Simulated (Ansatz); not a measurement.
# Ag: how the settings move a single-point run

Aim: see which settings change the result for Ag, by how much, and at what cost.

Program: Ansatz 0.2.0. Level of theory: reference: DFT, PBE, PAW with Ansatz's default frozen-core files, scalar-relativistic. These are calculated values, not measurements.

### Step 1. The structure to begin with

Symmetry: I4/mmm, No. 139, tetragonal system. The conventional cell has a = 2.911 Å, b = 2.911 Å, c = 4.025 Å, α = 90.00°, β = 90.00°, γ = 90.00°. Ag (site symmetry 4/mmm) is surrounded by 12 Ag at 2.88 to 2.91 Å.

Coordinates:

```cif
data_structure
_symmetry_space_group_name_H-M 'P 1'
_symmetry_Int_Tables_number 1
_cell_length_a 2.8789
_cell_length_b 2.8789
_cell_length_c 2.9113
_cell_angle_alpha 59.626
_cell_angle_beta 59.626
_cell_angle_gamma 60.747
_cell_volume 17.06
loop_
_atom_site_label
_atom_site_type_symbol
_atom_site_fract_x
_atom_site_fract_y
_atom_site_fract_z
_atom_site_occupancy
Ag1 Ag 0.00000 0.00000 0.00000 1
```

### Step 2. Reference

input.yaml reads:

```yaml
crystal:
  lattice:
    - [0.0, 2.05859782, 2.0124535]
    - [2.05859782, 0.0, 2.0124535]
    - [2.05859782, 2.05859782, 0.0]
  atoms:
    - { symbol: Ag, position: [0.0, 0.0, 0.0] }
kpoints:
  mp_grid: { grid: [15, 15, 15] }
scf:
  occupations: { method: fermi_dirac, width: 0.05 }
hamiltonian:
  xc: pbe
  pseudopotentials: { kind: paw }
output:
  forces: true
  stress: true
  eigenvalues: true
  efg: { contact_densities: true }
```

Started as:

```sh
$ ansatz run input.yaml --threads 1 --pin off --max-ram 2048MiB --backend cpu --events-out ev --progress --plain --runs-dir out
```

From the output:

```text
[...]
Basis set: ecut = 420 eV, 331 PW (Γ), exchange–correlation on 40×40×40 points (8 copies of the dense FFT grid, shifted against one another)
[...]
k-points: 288 of 3375
[...]
SCF iter   1: F=—  HF=-7590.540368 eV  |F-HF|=—  |Δ(HF+E_count)|=         —  Δρ=9.02e-4  dr2=2.66e-5  ethr=1.77e-3  ⟨swp⟩=4.7  Hψ=20522  notcnv=0
preconditioner: auto → none  [metal: Δε(μ)=0.028 eV  Ē_g=16.241 eV  σ=0.050 eV  W_gap=0.14  n_scr=8 (ndim 8)  ℏωp=29.8 eV  f_vac=0.000  D(μ)=0.36/eV (n_scr^D=0)  sad-step TF]
SCF iter   2: F=—  HF=-7590.540550 eV  |F-HF|=—  |Δ(HF+E_count)|=   1.82e-4  Δρ=4.96e-4  dr2=8.26e-6  ethr=1.40e-7  ⟨swp⟩=2.1  Hψ=9092  notcnv=0
[...]
SCF iter   5: F=-7590.540590 eV  HF=-7590.540590 eV  |F-HF|=1.66e-9  |Δ(HF+E_count)|=   9.31e-8  Δρ=3.51e-6  dr2=4.73e-10  ethr=1.72e-9  ⟨swp⟩=2.1  Hψ=5511  notcnv=0
SCF iter   6: F=-7590.540590 eV  HF=-7590.540590 eV  |F-HF|=2.09e-11  |Δ(HF+E_count)|=   1.71e-9  Δρ=7.27e-7  dr2=3.53e-11  ethr=2.49e-12  ⟨swp⟩=1.6  Hψ=12906  notcnv=0
[...]
SCF converged after 6 iterations
Free energy (F): -7590.540590 eV
[...]
E sigma→0 (E₀):  -7590.539103 eV
[...]
Fermi energy:    17.501508 eV
[...]
  P = ⅓ Tr σ = 4.5895 GPa (45.895 kbar)
[...]
```

Wall time 6.4 s (1 thread of Arm Neoverse N1, shared host).

### Step 3. Changed: mp_grid.grid [22, 22, 22], mp_grid.shift [0.5, 0.5, 0.5], mixing.algorithm anderson, mixing.beta 0.3

input.yaml: that of step 2 with these lines changed.

```diff
@@ -8,5 +8,6 @@
 kpoints:
-  mp_grid: { grid: [15, 15, 15] }
+  mp_grid: { grid: [22, 22, 22], shift: [0.5, 0.5, 0.5] }
 scf:
   occupations: { method: fermi_dirac, width: 0.05 }
+  mixing: { algorithm: anderson, beta: 0.3 }
 hamiltonian:
@@ -19 +20,5 @@
   efg: { contact_densities: true }
+  write_density: true
+  write_potential: true
+  elf: true
+  volumetric_format: npy
```

Started as:

```sh
$ ansatz run input.yaml --threads 1 --pin off --max-ram 2048MiB --backend cpu --events-out ev --progress --plain --runs-dir out
```

The log of the run (excerpt; [...] marks lines left out):

```text
Warning: crystal.symmetry: narrowed to the stabiliser of the k-point mesh — unitary ops 16 → 4; excluded 12 operations that carry a point of the 22×22×22 mesh (shift [0.5, 0.5, 0.5]) off the mesh (the run samples exactly the mesh kpoints.mp_grid names, as under crystal.symmetry.detect: [...]
Ag: output.efg is read without spin–orbit coupling, which moves field gradients at and beside such atoms by some per cent and up to a factor of two; PAW files take it under magnetization.noncollinear and magnetization.spin_orbit
[...]
Pseudopotentials: kind: paw
Pseudopotential: Ag, paw, valence charge 19, recommended cutoff 420 eV (normal)
Functional definition: PBE
[...]
Crystal: 1 atoms, lattice volume = 17.057 Å³
Basis set: ecut = 420 eV, 331 PW (Γ), exchange–correlation on 40×40×40 points (8 copies of the dense FFT grid, shifted against one another)
Bands: 14, of which v1, the nominal top of the filled ones, is band 10 counted from 1 (9 counted from 0)
Symmetry: 4 space group operations
k-points: 2783 of 10648
[...]
SCF iter   1: F=—  HF=-7590.542982 eV  |F-HF|=—  |Δ(HF+E_count)|=         —  Δρ=8.36e-4  dr2=1.62e-5  ethr=1.77e-3  ⟨swp⟩=4.6  Hψ=198542  notcnv=0
[...]
SCF iter   5: F=-7590.543200 eV  HF=-7590.543200 eV  |F-HF|=1.16e-7  |Δ(HF+E_count)|=   3.25e-7  Δρ=3.66e-5  dr2=4.96e-8  ethr=5.26e-10  ⟨swp⟩=6.0  Hψ=222887  notcnv=0
[...]
SCF converged after 5 iterations
Stability not checked: this state was not tested for a lower state beside it, because the mixer in use, unlike msr1, does not test its closes by its own steps (another_mixer; see scf.mixing.algorithm and scf.lower_state_search)
Free energy (F): -7590.543200 eV
[...]
E sigma→0 (E₀):  -7590.542041 eV
Entropy (-TS):   -0.002318 eV (-2.318 meV/atom)
Fermi energy:    17.394659 eV
[...]
--- Forces (eV/Å), atoms counted from 1 ---
  atom   1  Ag    -0.00000000     0.00000000     0.00000000
[...]
--- Stress (GPa, compression-positive) ---
        4.429942       0.154328      -0.068719
        0.154328       4.429942      -0.068719
       -0.068719      -0.068719       5.150509
  P = ⅓ Tr σ = 4.6701 GPa (46.701 kbar)
--- PAW observables at the nuclei: V_zz in 10²¹ V/m², potentials from the cell's mean, atoms counted from 1 ---
  atom   1  Ag V_zz =    -0.148390   η = 0.6505   by run symmetry: allowed
            electrostatic potential = -7483.144175 V   contact ρ = 948414.796897 e/Å³
--- Band table (eV; the first three rows and the last of 2783) ---
  k-point 0: bands = ["-74.6078", "-38.0001", "-38.0001", "-37.9982", "9.5944", "12.5258", "12.5307", "12.6676", "13.5337", "13.6785", "33.2556", "36.6038", "36.7251", "36.9944"]
[...]
```

Run time: 73 s. Hardware: 1 thread of Arm Neoverse N1, shared host.

Changing the k-point mesh and mixing moves the energy by -2.6 meV/atom. The energy is not variational in the mesh, so the sign tells nothing. Of the settings changed, the mesh is the one that moves energies this far.

### Step 4. Changed: xc_grid 3

input.yaml: that of step 2 with these lines changed.

```diff
@@ -19 +19,7 @@
   efg: { contact_densities: true }
+  write_density: true
+  write_potential: true
+  elf: true
+  volumetric_format: npy
+basis:
+  xc_grid: 3
```

Started as:

```sh
$ ansatz run input.yaml --threads 1 --pin off --max-ram 2048MiB --backend cpu --events-out ev --progress --plain --runs-dir out
```

The log of the run (excerpt; [...] marks lines left out):

```text
Ag: output.efg is read without spin–orbit coupling, which moves field gradients at and beside such atoms by some per cent and up to a factor of two; PAW files take it under magnetization.noncollinear and magnetization.spin_orbit
[...]
[... 3 set-up lines as earlier in the session ...]
[...]
Crystal: 1 atoms, lattice volume = 17.057 Å³
Basis set: ecut = 420 eV, 331 PW (Γ), exchange–correlation on 60×60×60 points (27 copies of the dense FFT grid, shifted against one another)
Bands: 14, of which v1, the nominal top of the filled ones, is band 10 counted from 1 (9 counted from 0)
Symmetry: 16 space group operations
Space group: I4/mmm (ITA 139), of the structure as read, at distance tolerance 2.6e-5 Å
k-points: 288 of 3375
[...]
SCF converged after 6 iterations
Free energy (F): -7590.540590 eV
[...]
E sigma→0 (E₀):  -7590.539103 eV
Entropy (-TS):   -0.002974 eV (-2.974 meV/atom)
Fermi energy:    17.501508 eV
[...]
--- Forces (eV/Å), atoms counted from 1 ---
  atom   1  Ag    -0.00000000     0.00000000    -0.00000000
[...]
--- Stress (GPa, compression-positive) ---
        4.545712       0.000000       0.000000
        0.000000       4.545712       0.000000
        0.000000       0.000000       4.677168
  P = ⅓ Tr σ = 4.5895 GPa (45.895 kbar)
--- PAW observables at the nuclei: V_zz in 10²¹ V/m², potentials from the cell's mean, atoms counted from 1 ---
  atom   1  Ag V_zz =    +0.216172   η = 0.0000   by run symmetry: allowed
            electrostatic potential = -7483.137206 V   contact ρ = 948414.745808 e/Å³
--- Band table (eV; the first three rows and the last of 288) ---
  k-point 0: bands = ["-74.6127", "-38.0041", "-38.0032", "-38.0032", "9.5778", "12.5228", "12.5228", "12.6642", "13.5325", "13.6768", "33.2493", "36.7170", "36.7170", "37.0303"]
[...]
```

It took 9 s on 1 thread of Arm Neoverse N1, shared host.

Changing the numerical grids hardly moves the energy: 0.0 meV/atom.

### Step 5. Variant: mixing.algorithm anderson, mixing.beta 0.1

input.yaml: that of step 2 with these lines changed.

```diff
@@ -11,2 +11,3 @@
   occupations: { method: fermi_dirac, width: 0.05 }
+  mixing: { algorithm: anderson, beta: 0.1 }
 hamiltonian:
```

Started as:

```sh
$ ansatz run input.yaml --threads 1 --pin off --max-ram 2048MiB --backend cpu --events-out ev --progress --plain --runs-dir out
```

The log of the run (excerpt; [...] marks lines left out):

```text
Ag: output.efg is read without spin–orbit coupling, which moves field gradients at and beside such atoms by some per cent and up to a factor of two; PAW files take it under magnetization.noncollinear and magnetization.spin_orbit
[...]
[... 3 set-up lines as earlier in the session ...]
[...]
Crystal: 1 atoms, lattice volume = 17.057 Å³
Basis set: ecut = 420 eV, 331 PW (Γ), exchange–correlation on 40×40×40 points (8 copies of the dense FFT grid, shifted against one another)
Bands: 14, of which v1, the nominal top of the filled ones, is band 10 counted from 1 (9 counted from 0)
[... 2 set-up lines as earlier in the session ...]
k-points: 288 of 3375
[...]
Free energy (F): -7590.540590 eV
[...]
E sigma→0 (E₀):  -7590.539103 eV
Entropy (-TS):   -0.002974 eV (-2.974 meV/atom)
Fermi energy:    17.501507 eV
[...]
--- Forces (eV/Å), atoms counted from 1 ---
  atom   1  Ag    -0.00000000     0.00000000    -0.00000000
[...]
--- Stress (GPa, compression-positive) ---
        4.545736       0.000000       0.000000
        0.000000       4.545736       0.000000
        0.000000       0.000000       4.677177
  P = ⅓ Tr σ = 4.5895 GPa (45.895 kbar)
--- PAW observables at the nuclei: V_zz in 10²¹ V/m², potentials from the cell's mean, atoms counted from 1 ---
  atom   1  Ag V_zz =    +0.216244   η = 0.0000   by run symmetry: allowed
            electrostatic potential = -7483.137209 V   contact ρ = 948414.745893 e/Å³
--- Band table (eV; the first three rows and the last of 288) ---
  k-point 0: bands = ["-74.6127", "-38.0041", "-38.0032", "-38.0032", "9.5778", "12.5228", "12.5228", "12.6642", "13.5325", "13.6768", "33.2493", "36.7170", "36.7170", "37.0303"]
[...]
```

Run time: 8 s. Hardware: 1 thread of Arm Neoverse N1, shared host.

Same state: the changed mixing leaves the energy within 0.5 meV/atom. Cost: 9 SCF cycles against 6.

### Step 6. Comparison

| run | ending | energy change | pressure (GPa) | gap (eV) | force (eV/Å) | cycles | time |
| --- | --- | --- | --- | --- | --- | --- | --- |
| reference | converged | 0 | 4.6 | 0.00 | 0.00 | 6 | 6.4 s |
| 1: mp_grid.grid [22, 22, 22], mp_grid.shift [0.5, 0.5, 0.5], mixing.algorithm anderson, mixing.beta 0.3 | converged | -2.6 meV/atom | 4.7 | 0.00 | 0.00 | 5 | 73 s |
| 2: xc_grid 3 | converged | 0.0 meV/atom | 4.6 | 0.00 | 0.00 | 6 | 9 s |
| 3: mixing.algorithm anderson, mixing.beta 0.1 | converged | 0.0 meV/atom | 4.6 | 0.00 | 0.00 | 9 | 8 s |

Times don't compare one to one where runs were asked for different outputs or read a saved state (see the inputs); cycles may leave out searches for a lower state.

Residual by cycle in the longest SCF loop of each run; runs are numbered as in the table. The quantity is the density residual dr2, in eV.

| cycle | reference | run 1 | run 2 | run 3 |
| --- | --- | --- | --- | --- |
| 1 | 2.7e-5 | 1.6e-5 | 2.7e-5 | 2.7e-5 |
| 2 | 8.3e-6 | 9.2e-6 | 8.3e-6 | 2.7e-5 |
| 3 | 3.3e-7 | 2.8e-6 | 3.3e-7 | 2.0e-5 |
| 4 | 3.5e-7 | 1.3e-6 | 3.5e-7 | 1.7e-5 |
| 5 | 4.7e-10 | 5.0e-8 | 4.7e-10 | 1.1e-6 |
| 6 | 3.5e-11 | - | 3.5e-11 | 1.6e-5 |
| 7 | - | - | - | 5.2e-7 |
| 8 | - | - | - | 2.7e-7 |
| 9 | - | - | - | 2.3e-11 |

Of the converged runs whose energies compare with the reference's, «mp_grid.grid [22, 22, 22], mp_grid.shift [0.5, 0.5, 0.5], mixing.algorithm anderson, mixing.beta 0.3» moves the energy most (-2.6 meV/atom). The pressure spans 4.6 to 4.7 GPa over the reference and the converged variants.
